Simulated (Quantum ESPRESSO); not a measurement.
# Ge (Fd-3m) in Quantum ESPRESSO: further runs

One crystal, Ge, is run at these levels: Q2D, rPW86PBE+rVV10; tasks: band structure, single point, equation of state.

Program: Quantum ESPRESSO 7.5. These are calculated values, not measurements. Logs are shortened: lines on timing, memory, paths and dates and some standing lists are left out, and cuts for length are marked.

**The experiment to reproduce.**

From “Electronic and optical properties of SixGe1-x-ySny alloys lattice-matched to Ge”, 2021, arxiv:2109.02782, for a bulk crystal of Ge at 300 K: band gap 0.807 eV (direct).

“Sub-monolayer structures of Ag overlayers on Ge(111): experimental observations and first-principles study”, 2019, arxiv:1908.00180 quotes, for a bulk crystal of Ge: bulk modulus 75.8 GPa.

How close the calculation comes is told below.

## 1. The crystal as given

Symmetry: Fd-3m, No. 227, cubic system. The conventional cell has a = 5.658 Å, b = 5.658 Å, c = 5.658 Å, α = 90.00°, β = 90.00°, γ = 90.00°. Ge (site symmetry -43m) is surrounded by 4 Ge at 2.45 Å.

## 2. Band structure, Q2D

pw.in

```
&CONTROL
  calculation = 'scf'
  prefix = 'pwscf'
  outdir = './tmp'
  pseudo_dir = './pseudo'
  tprnfor = .true.
  tstress = .true.
  disk_io = 'low'
/
&SYSTEM
  ibrav = 0
  nat = 2
  ntyp = 1
  ecutwfc = 78
  nbnd = 21
  input_dft = 'q2d'
  occupations = 'smearing'
  smearing = 'fd'
  degauss = 0.00367493
/
&ELECTRONS
  conv_thr = 4d-10
  electron_maxstep = 120
  mixing_beta = 0.5
/
ATOMIC_SPECIES
Ge    72.6300 Ge.upf
CELL_PARAMETERS angstrom
   0.0000000000    2.8289100000    2.8289100000
   2.8289100000    0.0000000000    2.8289100000
   2.8289100000    2.8289100000    0.0000000000
ATOMIC_POSITIONS crystal
Ge     0.7500000000    0.7500000000    0.7500000000
Ge     0.5000000000    0.5000000000    0.5000000000
K_POINTS automatic
8 8 8 0 0 0
```

bands.in

```
&CONTROL
  calculation = 'bands'
  prefix = 'pwscf'
  outdir = './tmp'
  pseudo_dir = './pseudo'
  disk_io = 'low'
  verbosity = 'high'
/
&SYSTEM
  ibrav = 0
  nat = 2
  ntyp = 1
  ecutwfc = 78
  nbnd = 21
  input_dft = 'q2d'
  occupations = 'smearing'
  smearing = 'fd'
  degauss = 0.00367493
/
&ELECTRONS
  conv_thr = 1d-08
  electron_maxstep = 120
  mixing_beta = 0.5
  diago_full_acc = .true.
/
ATOMIC_SPECIES
Ge    72.6300 Ge.upf
CELL_PARAMETERS angstrom
   0.0000000000    2.8289100000    2.8289100000
   2.8289100000    0.0000000000    2.8289100000
   2.8289100000    2.8289100000    0.0000000000
ATOMIC_POSITIONS crystal
Ge     0.7500000000    0.7500000000    0.7500000000
Ge     0.5000000000    0.5000000000    0.5000000000
K_POINTS crystal
60
 0.0000000000  0.0000000000  0.0000000000 1
 0.0625000000  0.0000000000  0.0625000000 1
 0.1250000000  0.0000000000  0.1250000000 1
 0.1875000000  0.0000000000  0.1875000000 1
 0.2500000000  0.0000000000  0.2500000000 1
 0.3125000000  0.0000000000  0.3125000000 1
 0.3750000000  0.0000000000  0.3750000000 1
 0.4375000000  0.0000000000  0.4375000000 1
 0.5000000000  0.0000000000  0.5000000000 1
 0.5000000000  0.0625000000  0.5625000000 1
 0.5000000000  0.1250000000  0.6250000000 1
 0.5000000000  0.1875000000  0.6875000000 1
 0.5000000000  0.2500000000  0.7500000000 1
 0.4375000000  0.3125000000  0.7500000000 1
 0.3750000000  0.3750000000  0.7500000000 1
 0.3375000000  0.3375000000  0.6750000000 1
 0.3000000000  0.3000000000  0.6000000000 1
 0.2625000000  0.2625000000  0.5250000000 1
 0.2250000000  0.2250000000  0.4500000000 1
 0.1875000000  0.1875000000  0.3750000000 1
 0.1500000000  0.1500000000  0.3000000000 1
 0.1125000000  0.1125000000  0.2250000000 1
 0.0750000000  0.0750000000  0.1500000000 1
 0.0375000000  0.0375000000  0.0750000000 1
 0.0000000000  0.0000000000  0.0000000000 1
 0.0625000000  0.0625000000  0.0625000000 1
 0.1250000000  0.1250000000  0.1250000000 1
 0.1875000000  0.1875000000  0.1875000000 1
 0.2500000000  0.2500000000  0.2500000000 1
 0.3125000000  0.3125000000  0.3125000000 1
 0.3750000000  0.3750000000  0.3750000000 1
 0.4375000000  0.4375000000  0.4375000000 1
 0.5000000000  0.5000000000  0.5000000000 1
 0.5250000000  0.4500000000  0.5250000000 1
 0.5500000000  0.4000000000  0.5500000000 1
 0.5750000000  0.3500000000  0.5750000000 1
 0.6000000000  0.3000000000  0.6000000000 1
 0.6250000000  0.2500000000  0.6250000000 1
 0.5833333333  0.2500000000  0.6666666667 1
 0.5416666667  0.2500000000  0.7083333333 1
 0.5000000000  0.2500000000  0.7500000000 1
 0.5000000000  0.2857142857  0.7142857143 1
 0.5000000000  0.3214285714  0.6785714286 1
 0.5000000000  0.3571428571  0.6428571429 1
 0.5000000000  0.3928571429  0.6071428571 1
 0.5000000000  0.4285714286  0.5714285714 1
 0.5000000000  0.4642857143  0.5357142857 1
 0.5000000000  0.5000000000  0.5000000000 1
 0.4821428571  0.4821428571  0.5357142857 1
 0.4642857143  0.4642857143  0.5714285714 1
 0.4464285714  0.4464285714  0.6071428571 1
 0.4285714286  0.4285714286  0.6428571429 1
 0.4107142857  0.4107142857  0.6785714286 1
 0.3928571429  0.3928571429  0.7142857143 1
 0.3750000000  0.3750000000  0.7500000000 1
 0.6250000000  0.2500000000  0.6250000000 1
 0.5937500000  0.1875000000  0.5937500000 1
 0.5625000000  0.1250000000  0.5625000000 1
 0.5312500000  0.0625000000  0.5312500000 1
 0.5000000000  0.0000000000  0.5000000000 1
```

Potentials or basis: PseudoDojo 0.4.1 SR PBE standard.

Run with:

```
$ OMP_NUM_THREADS=1 pw.x -in pw.in > pw.out
$ OMP_NUM_THREADS=1 pw.x -in bands.in > bands.out
```

pw.out:

```text
This program is part of the open-source Quantum ESPRESSO suite
     for quantum simulation of materials; please cite
         "P. Giannozzi et al., J. Phys.:Condens. Matter 21 395502 (2009);
         "P. Giannozzi et al., J. Phys.:Condens. Matter 29 465901 (2017);
         "P. Giannozzi et al., J. Chem. Phys. 152 154105 (2020);
     in publications or presentations arising from this work. More details at

     IMPORTANT: XC functional enforced from input :
     Exchange-correlation= Q2D
                           (   1   4  19  12   0   0   0)
     Any further DFT definition will be discarded
     Please, verify this is what you really want

     Message from routine setup:
     using ibrav=0 with symmetry is DISCOURAGED, use correct ibrav instead

     G-vector sticks info
     --------------------
     sticks:   dense  smooth     PW     G-vecs:    dense   smooth      PW
     Sum        1237    1237    361                28475    28475    4573

     Using Slab Decomposition

     bravais-lattice index     =            0
     lattice parameter (alat)  =       7.5602  a.u.
     unit-cell volume          =     305.5512 (a.u.)^3
     number of atoms/cell      =            2
     number of atomic types    =            1
     number of electrons       =        28.00
     number of Kohn-Sham states=           21
     kinetic-energy cutoff     =      78.0000  Ry
     charge density cutoff     =     312.0000  Ry
     scf convergence threshold =      4.0E-10
     mixing beta               =       0.5000
     number of iterations used =            8  plain     mixing
     Exchange-correlation= Q2D
                           (   1   4  19  12   0   0   0)

     celldm(1)=   7.560195  celldm(2)=   0.000000  celldm(3)=   0.000000
     celldm(4)=   0.000000  celldm(5)=   0.000000  celldm(6)=   0.000000

     crystal axes: (cart. coord. in units of alat)
               a(1) = (   0.000000   0.707107   0.707107 )
               a(2) = (   0.707107   0.000000   0.707107 )
               a(3) = (   0.707107   0.707107   0.000000 )

     reciprocal axes: (cart. coord. in units 2 pi/alat)
               b(1) = ( -0.707107  0.707107  0.707107 )
               b(2) = (  0.707107 -0.707107  0.707107 )
               b(3) = (  0.707107  0.707107 -0.707107 )

     PseudoPot. # 1 for Ge read from file:
     Ge.upf
     Pseudo is Norm-conserving + core correction, Zval = 14.0
     Generated using ONCVPSP code by D. R. Hamann
     Using radial grid of 1560 points,  6 beta functions with:
                l(1) =   0
                l(2) =   0
                l(3) =   1
                l(4) =   1
                l(5) =   2
                l(6) =   2

     atomic species   valence    mass     pseudopotential
     Ge               14.00    72.63000     Ge( 1.00)

     48 Sym. Ops., with inversion, found (24 have fractional translation)

   Cartesian axes

     site n.     atom                  positions (alat units)
         1        Ge     tau(   1) = (   1.0606602   1.0606602   1.0606602  )
         2        Ge     tau(   2) = (   0.7071068   0.7071068   0.7071068  )

     number of k points=    29  Fermi-Dirac smearing, width (Ry)=  0.0037
                       cart. coord. in units 2pi/alat
        k(    1) = (   0.0000000   0.0000000   0.0000000), wk =   0.0039062
        k(    2) = (   0.0883883   0.0883883  -0.0883883), wk =   0.0312500
        k(    3) = (   0.1767767   0.1767767  -0.1767767), wk =   0.0312500
        k(    4) = (   0.2651650   0.2651650  -0.2651650), wk =   0.0312500
        k(    5) = (  -0.3535534  -0.3535534   0.3535534), wk =   0.0156250
        k(    6) = (   0.1767767   0.0000000   0.0000000), wk =   0.0234375
[... 21 lines left out ...]
        k(   28) = (  -0.7071068   0.1767767  -0.0000000), wk =   0.0468750
        k(   29) = (  -0.7071068   0.3535534   0.0000000), wk =   0.0234375

     Dense  grid:    28475 G-vectors     FFT dimensions: (  48,  48,  48)

     Initial potential from superposition of free atoms

     starting charge      27.9984, renormalised to      28.0000
     Starting wfcs are   18 randomized atomic wfcs +    3 random wfcs

     Self-consistent Calculation

     iteration #  1     ecut=    78.00 Ry     beta= 0.50
     Davidson diagonalization with overlap
     ethr =  1.00E-02,  avg # of iterations =  5.4

     Threshold (ethr) on eigenvalues was too large:
     Diagonalizing with lowered threshold

     Davidson diagonalization with overlap
     ethr =  1.46E-04,  avg # of iterations =  3.6

     total energy              =    -355.88813937 Ry
     estimated scf accuracy    <       0.04257124 Ry

     iteration #  2     ecut=    78.00 Ry     beta= 0.50
     Davidson diagonalization with overlap
     ethr =  1.52E-04,  avg # of iterations =  1.0
[... 36 lines left out ...]
     total energy              =    -355.88766179 Ry
     estimated scf accuracy    <       0.00000007 Ry

     iteration #  8     ecut=    78.00 Ry     beta= 0.50
     Davidson diagonalization with overlap
     ethr =  2.08E-10,  avg # of iterations =  2.0

     End of self-consistent calculation

          k = 0.0000 0.0000 0.0000 (  3527 PWs)   bands (ev):

   -15.2621 -15.2621 -15.2621 -15.2269 -15.2269 -15.0087 -15.0087 -15.0087
   -14.9950 -14.9950  -3.5765   9.0298   9.2705   9.2705   9.2705  11.8119
    11.8119  11.8119  15.3513  18.8166  18.8166

          k = 0.0884 0.0884-0.0884 (  3575 PWs)   bands (ev):

   -15.2707 -15.2707 -15.2596 -15.2149 -15.2149 -15.0212 -15.0212 -15.0117
   -14.9844 -14.9844  -3.3864   6.8156   8.9356   8.9356  10.1581  12.2587
    12.2587  12.6685  16.3314  17.8616  17.8616
[... 13 lines left out ...]
          k =-0.3536-0.3536 0.3536 (  3582 PWs)   bands (ev):

   -15.2874 -15.2874 -15.2445 -15.1837 -15.1837 -15.0445 -15.0445 -15.0298
   -14.9665 -14.9665  -1.4889   1.5980   7.8670   7.8670   9.2780  12.9974
    12.9974  16.1726  19.5737  20.1228  20.4399

          k = 0.1768 0.0000 0.0000 (  3575 PWs)   bands (ev):

   -15.2705 -15.2680 -15.2680 -15.2177 -15.2020 -15.0443 -15.0034 -14.9997
   -14.9997 -14.9795  -3.3220   6.7630   8.3954   8.3954  11.1098  11.3705
    13.0014  13.0014  16.6090  16.6236  19.0829

          k = 0.2652 0.0884-0.0884 (  3563 PWs)   bands (ev):

   -15.2843 -15.2764 -15.2594 -15.2031 -15.1813 -15.0656 -15.0207 -15.0028
   -14.9841 -14.9698  -2.8862   4.9989   7.7300   7.8327  11.0844  11.8016
    13.8252  14.0560  16.4994  17.9892  18.8313
[... 19 lines left out ...]
          k =-0.0884-0.2652 0.2652 (  3560 PWs)   bands (ev):

   -15.2907 -15.2880 -15.2410 -15.1946 -15.1761 -15.0580 -15.0421 -15.0204
   -14.9708 -14.9617  -2.4190   3.6764   6.6885   8.3450  10.7832  13.0282
    13.1652  14.8423  16.8663  17.9593  19.5944

          k = 0.0000-0.1768 0.1768 (  3557 PWs)   bands (ev):

   -15.2825 -15.2747 -15.2558 -15.2074 -15.1952 -15.0423 -15.0320 -14.9994
   -14.9902 -14.9701  -3.0737   5.5433   7.5133   8.8893  10.8644  12.3800
    12.4649  13.9884  16.8290  17.4964  17.8237

          k = 0.3536 0.0000 0.0000 (  3543 PWs)   bands (ev):

   -15.2809 -15.2809 -15.2698 -15.1915 -15.1547 -15.0989 -15.0276 -14.9818
   -14.9791 -14.9791  -2.5669   4.4543   7.2318   7.2318  10.1829  11.8912
    15.0726  15.0726  16.2338  19.1558  19.8838

          k = 0.4419 0.0884-0.0884 (  3546 PWs)   bands (ev):

   -15.2962 -15.2878 -15.2500 -15.1734 -15.1341 -15.1200 -15.0460 -15.0059
   -14.9675 -14.9582  -1.9086   3.1066   6.3956   6.8811  10.4407  11.8592
    14.9516  15.6952  18.4122  20.0498  20.5668
[... 7 lines left out ...]
          k =-0.0884-0.4419 0.4419 (  3556 PWs)   bands (ev):

   -15.3126 -15.2972 -15.2113 -15.1533 -15.1438 -15.0933 -15.0822 -15.0474
   -14.9536 -14.9403  -0.9173   1.5942   5.0861   7.1884  10.7798  14.1912
    14.9138  15.9517  16.8429  18.2760  20.9401

          k = 0.0000-0.3536 0.3536 (  3555 PWs)   bands (ev):

   -15.3042 -15.2967 -15.2174 -15.1811 -15.1524 -15.0783 -15.0578 -15.0446
   -14.9546 -14.9511  -1.6929   2.6586   5.3731   7.7660  11.1268  14.0433
    14.2726  14.4468  16.9318  18.5773  21.0164

          k = 0.5303-0.0000 0.0000 (  3539 PWs)   bands (ev):

   -15.2925 -15.2925 -15.2495 -15.1576 -15.1529 -15.1007 -15.0642 -15.0063
   -14.9598 -14.9598  -1.3396   2.2719   6.4591   6.4591   9.7307  10.7225
    17.2551  17.2551  18.3416  21.2238  21.3925

          k =-0.0884-0.6187 0.6187 (  3541 PWs)   bands (ev):

   -15.3042 -15.2962 -15.2227 -15.1738 -15.1316 -15.0862 -15.0834 -15.0346
   -14.9537 -14.9467  -0.5114   1.2295   5.6886   6.3712  10.0521  11.1123
    17.0520  17.5223  19.6837  21.0211  21.1456

          k = 0.0000-0.5303 0.5303 (  3536 PWs)   bands (ev):

   -15.3148 -15.2982 -15.2079 -15.1470 -15.1202 -15.1061 -15.1009 -15.0496
   -14.9514 -14.9366  -0.1661   0.8938   4.9051   6.6348  10.3121  13.2618
    16.3495  16.6075  17.3138  19.0831  22.6060

          k =-0.7071 0.0000 0.0000 (  3540 PWs)   bands (ev):

   -15.2970 -15.2970 -15.2105 -15.2105 -15.1081 -15.1081 -15.0485 -15.0485
   -14.9520 -14.9520   0.3035   0.3035   6.1931   6.1931   9.9000   9.9000
    18.6778  18.6778  20.6323  20.6324  22.0722

          k = 0.3536 0.1768 0.0000 (  3553 PWs)   bands (ev):

   -15.2920 -15.2891 -15.2455 -15.1895 -15.1594 -15.0880 -15.0341 -15.0141
   -14.9695 -14.9613  -2.3413   3.8118   6.3927   7.6473  11.5581  11.9594
    13.8487  14.7642  17.2562  19.1742  19.5845

          k =-0.2652-0.4419 0.6187 (  3557 PWs)   bands (ev):

   -15.3041 -15.2959 -15.2232 -15.1740 -15.1464 -15.0968 -15.0511 -15.0391
   -14.9571 -14.9497  -1.5344   2.3663   5.6939   7.1666  11.6224  12.6163
    14.0870  15.3664  18.5274  18.7734  20.6478
[... 13 lines left out ...]
          k =-0.0884-0.4419 0.6187 (  3545 PWs)   bands (ev):

   -15.3129 -15.3031 -15.1999 -15.1434 -15.1348 -15.1086 -15.0887 -15.0552
   -14.9477 -14.9386  -0.3939   1.1581   5.1017   6.1708  11.4670  13.4007
    14.2810  16.2638  18.0945  20.8596  21.3279

          k = 0.0000-0.3536 0.5303 (  3557 PWs)   bands (ev):

   -15.3133 -15.3026 -15.2005 -15.1499 -15.1223 -15.1189 -15.0843 -15.0548
   -14.9484 -14.9389  -0.7193   1.5184   4.9488   6.5331  11.8416  13.7170
    14.1459  15.9555  17.4077  18.9214  22.4133

          k =-0.7071 0.1768-0.0000 (  3542 PWs)   bands (ev):

   -15.3051 -15.3051 -15.1906 -15.1906 -15.1099 -15.1099 -15.0654 -15.0654
   -14.9451 -14.9451   0.3510   0.3510   5.7119   5.7119  11.1071  11.1071
    16.7778  16.7778  20.2073  20.2073  22.1127

          k =-0.7071 0.3536 0.0000 (  3552 PWs)   bands (ev):

   -15.3115 -15.3115 -15.1663 -15.1663 -15.1162 -15.1162 -15.0827 -15.0827
   -14.9394 -14.9394   0.4009   0.4009   5.3401   5.3401  13.5032  13.5032
    13.8925  13.8925  20.1838  20.1838  22.1905

     the Fermi energy is     9.2249 ev

!    total energy              =    -355.88766181 Ry
     estimated scf accuracy    <          2.9E-10 Ry
     smearing contrib. (-TS)   =      -0.00007949 Ry
     internal energy E=F+TS    =    -355.88758232 Ry

     The total energy is F=E-TS. E is the sum of the following terms:
     one-electron contribution =    -182.88910890 Ry
     hartree contribution      =     110.29036540 Ry
     xc contribution           =     -85.78808062 Ry
     ewald contribution        =    -197.50075820 Ry

     convergence has been achieved in   8 iterations

     Forces acting on atoms (cartesian axes, Ry/au):

     atom    1 type  1   force =    -0.00000000    0.00000000   -0.00000000
     atom    2 type  1   force =     0.00000000    0.00000000    0.00000000

     Total force =     0.000000     Total SCF correction =     0.000000

     Computing stress (Cartesian axis) and pressure

          total   stress  (Ry/bohr**3)                   (kbar)     P=      -25.79
  -0.00017534   0.00000000   0.00000000          -25.79        0.00        0.00
   0.00000000  -0.00017534   0.00000000            0.00      -25.79        0.00
   0.00000000   0.00000000  -0.00017534            0.00        0.00      -25.79

=------------------------------------------------------------------------------=
   JOB DONE.
=------------------------------------------------------------------------------=
```

Run time: 60 s. Hardware: 1 thread of AMD EPYC 7B13 (Zen 3), shared host; peak memory 0.11 GiB.

Results:

| Property | Result |
| --- | --- |
| Free energy | -4842.0983 eV |
| Pressure | -2.6 GPa |
| Band gap on the k mesh | none (metal or under the smearing width) |

Levels at the corners of the path, in eV from the Fermi level:
| point | band 10 | band 11 | band 12 | band 13 | band 14 | band 15 | band 16 | band 17 | band 18 | band 19 |
| --- | --- | --- | --- | --- | --- | --- | --- | --- | --- | --- |
| Γ | -24.22 | -12.80 | -0.20 | 0.05 | 0.05 | 0.05 | 2.59 | 2.59 | 2.59 | 6.13 |
| X | -24.18 | -8.92 | -8.92 | -3.03 | -3.03 | 0.68 | 0.68 | 9.45 | 9.45 | 11.41 |
| W | -24.16 | -8.82 | -8.82 | -3.88 | -3.88 | 4.28 | 4.28 | 4.67 | 4.67 | 10.96 |
| K | -24.16 | -9.39 | -8.33 | -4.32 | -2.59 | 1.09 | 4.04 | 7.12 | 7.38 | 8.09 |
| Γ | -24.22 | -12.80 | -0.20 | 0.05 | 0.05 | 0.05 | 2.59 | 2.59 | 2.59 | 6.13 |
| L | -24.19 | -10.71 | -7.63 | -1.36 | -1.36 | 0.05 | 3.77 | 3.77 | 6.95 | 10.35 |
| U | -24.16 | -9.39 | -8.33 | -4.32 | -2.59 | 1.09 | 4.04 | 7.12 | 7.38 | 8.09 |
| W | -24.16 | -8.82 | -8.82 | -3.88 | -3.88 | 4.28 | 4.28 | 4.67 | 4.67 | 10.96 |
| L | -24.19 | -10.71 | -7.63 | -1.36 | -1.36 | 0.05 | 3.77 | 3.77 | 6.95 | 10.35 |
| K | -24.16 | -9.39 | -8.33 | -4.32 | -2.59 | 1.09 | 4.04 | 7.12 | 7.38 | 8.09 |
| U | -24.16 | -9.39 | -8.33 | -4.32 | -2.59 | 1.09 | 4.04 | 7.12 | 7.38 | 8.09 |
| X | -24.18 | -8.92 | -8.92 | -3.03 | -3.03 | 0.68 | 0.68 | 9.45 | 9.45 | 11.41 |

Caveat: the potentials were made for another functional, which shifts forces and pressure; this crystal is a semiconductor, whose small gap the functional closes, so the metal is an error of the method.

[end of part 1 of 3]
